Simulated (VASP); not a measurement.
Here is a VASP 6.6.1 calculation.

File INCAR:

```
PREC = Accurate
ENCUT = 600
EDIFF = 1E-7
ISMEAR = -1
SIGMA = 0.05
LREAL = F
LASPH = T
NELM = 100
ALGO = Fast
ISIF = 3
LWAVE = F
LCHARG = F
ISPIN = 2
MAGMOM = 4 0
LORBIT = 11
LMAXMIX = 4
GGA = PS
IBRION = 2
NSW = 60
EDIFFG = -0.01
```

File KPOINTS:

```
regular mesh
0
Gamma
  8 8 8
```

POSCAR

```
MnS
1.0
    0.0000000000      2.4734634191      2.4734634191
    2.4734634191      0.0000000000      2.4734634191
    2.4734634191      2.4734634191      0.0000000000
Mn S
1 1
Direct
    0.0000000000      0.0000000000      0.0000000000
    0.7500000000      0.7500000000      0.7500000000
```

Potentials or basis: VASP PAW PBE potentials, release 64 (Mn_pv, S).

The run is started by

```sh
$ cat potpaw_PBE.64/Mn_pv/POTCAR potpaw_PBE.64/S/POTCAR > POTCAR
$ mpirun -np 1 vasp_std > vasp.out
```

(1) Estimate the net moment.

(2) Estimate the site moments.

## Answers

(1) -0.28 μB per cell.

(2) Mn -0.27; S +0.01 μB.
